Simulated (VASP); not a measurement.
## Al2O3: band structure with PW91

Al2O3:

```
CELL_PARAMETERS angstrom
4.61378 0.00000 0.00000
0.00000 9.56328 0.00000
0.00000 0.00000 3.11986
ATOMIC_POSITIONS crystal
Al 0.98298 0.82457 0.00000
Al 0.01702 0.17543 0.00000
Al 0.48297 0.67543 0.50000
Al 0.51702 0.32457 0.50000
O 0.50000 0.50000 0.50000
O 0.12363 0.75305 0.50000
O 0.37637 0.25305 0.00000
O 0.62364 0.74695 0.00000
O 0.00000 0.00000 0.00000
O 0.87636 0.24695 0.50000
```

Measurements of this composition are mostly on another form, of space group No. 167.

```json
{
  "Program": "VASP 6.6.1",
  "Task": "band structure",
  "Functional": "PW91",
  "Potentials or basis": "VASP PAW PBE potentials, release 64 (Al, O)",
  "Cutoff": "520 eV",
  "k mesh": "5 × 3 × 7",
  "Occupations": "fermi-dirac, width 0.05 eV",
  "Spin": "no spin polarisation",
  "Further INCAR settings": "ALGO = Normal; EDIFF = 1e-07; NBANDS = 35"
}
```

| Property | Result |
| --- | --- |
| Pressure | -0.3 GPa |
| Largest force | 0.189 eV/Å |
| Band gap on the k mesh | 3.54 eV, direct |
| Band gap along the path | 3.54 eV, direct |

Forces on the atoms (eV/Å):
```
Al  -0.057 -0.058  0.000
Al   0.057  0.058  0.000
Al  -0.057  0.058  0.000
Al   0.057 -0.058  0.000
O    0.000  0.000  0.000
O    0.161 -0.100  0.000
O   -0.161 -0.100  0.000
O    0.161  0.100  0.000
O    0.000  0.000  0.000
O   -0.161  0.100  0.000
```

Stress tensor (GPa, compression positive):
```
 0.94  0.00  0.00
 0.00  1.57  0.00
 0.00  0.00 -3.42
```

Levels at the corners of the path, in eV from the valence-band top:
```csv
point,band 21,band 22,band 23,band 24,band 25,band 26,band 27,band 28
Γ,-1.04,-0.53,-0.06,0.00,3.54,5.07,6.17,6.89
X,-1.07,-1.07,-0.71,-0.71,7.72,7.72,8.06,8.06
X,-1.07,-1.07,-0.71,-0.71,7.72,7.72,8.06,8.06
S,-1.21,-1.21,-0.56,-0.56,6.95,6.95,8.09,8.09
S,-1.21,-1.21,-0.56,-0.56,6.95,6.95,8.09,8.09
Y,-0.88,-0.88,-0.02,-0.02,6.02,6.02,6.53,6.53
Y,-0.88,-0.88,-0.02,-0.02,6.02,6.02,6.53,6.53
Γ,-1.04,-0.53,-0.06,0.00,3.54,5.07,6.17,6.89
Γ,-1.04,-0.53,-0.06,0.00,3.54,5.07,6.17,6.89
Z,-0.73,-0.73,-0.03,-0.03,4.20,4.20,6.53,6.53
Z,-0.73,-0.73,-0.03,-0.03,4.20,4.20,6.53,6.53
U,-1.14,-1.14,-0.61,-0.61,7.64,7.64,8.10,8.10
U,-1.14,-1.14,-0.61,-0.61,7.64,7.64,8.10,8.10
R,-1.05,-1.05,-0.72,-0.72,7.15,7.15,8.07,8.07
R,-1.05,-1.05,-0.72,-0.72,7.15,7.15,8.07,8.07
T,-0.81,-0.81,-0.02,-0.02,5.99,5.99,6.50,6.50
T,-0.81,-0.81,-0.02,-0.02,5.99,5.99,6.50,6.50
Z,-0.73,-0.73,-0.03,-0.03,4.20,4.20,6.53,6.53
Y,-0.88,-0.88,-0.02,-0.02,6.02,6.02,6.53,6.53
T,-0.81,-0.81,-0.02,-0.02,5.99,5.99,6.50,6.50
U,-1.14,-1.14,-0.61,-0.61,7.64,7.64,8.10,8.10
X,-1.07,-1.07,-0.71,-0.71,7.72,7.72,8.06,8.06
S,-1.21,-1.21,-0.56,-0.56,6.95,6.95,8.09,8.09
R,-1.05,-1.05,-0.72,-0.72,7.15,7.15,8.07,8.07
```

Run time: 6.4 min on 1 thread of AMD EPYC 9R45 (Zen 5), with other jobs on the host, peak memory 0.29 GiB.

Caveat: the PAW data sets were made with another functional, which shifts forces and pressure a little. Expect the measured gap to be larger: semilocal functionals such as PW91 lack the derivative discontinuity.
